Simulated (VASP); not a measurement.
Input of a VASP 6.6.1 run:

File INCAR:

```
PREC = Accurate ; ENCUT = 600
EDIFF = 1E-7 ; ISMEAR = 1
SIGMA = 0.2 ; LREAL = False
LASPH = True ; NELM = 100
ALGO = Normal ; ISIF = 3
LWAVE = False ; LCHARG = False
GGA = PE ; IBRION = 2
NSW = 40 ; EDIFFG = -0.005
```

KPOINTS

```
regular mesh
0
Gamma
  8 5 5
```

The input POSCAR:

```
Mg
1.0
   -3.2092715300      0.0000000000      0.0000000000
    0.0000000000      0.0000000000     -5.2103300000
    0.0000000000     -5.5586213500      0.0000000000
Mg
4
Direct
    0.4786531700      0.7694062400      0.1983416200
    0.9776270300      0.7286652600      0.6735400000
    0.0172647300      0.2469872100      0.3123387600
    0.5264550700      0.2549412900      0.8157796200
```

Potentials or basis: VASP PAW PBE potentials, release 64 (Mg).

Command:

```console
$ cat potpaw_PBE.64/Mg/POTCAR > POTCAR
$ mpirun -np 1 vasp_std > vasp.out
```

What does it give for the space group after relaxing (to 0.05 Å)?

P6_3/mmc (No. 194).

What does it give for the band gap on the k mesh?

None (metal or under the smearing width).

What does it give for the relaxed volume?

22.87 Å³/atom.

What does it give for the relaxed cell?

a = 3.188 Å, b = 5.200 Å, c = 5.516 Å, α = 90.02°, β = 89.96°, γ = 89.98°.

Forces on the atoms (eV/Å):
```
Mg   0.003  0.000 -0.001
Mg   0.000  0.002  0.000
Mg  -0.003 -0.001  0.000
Mg  -0.001 -0.001  0.000
```
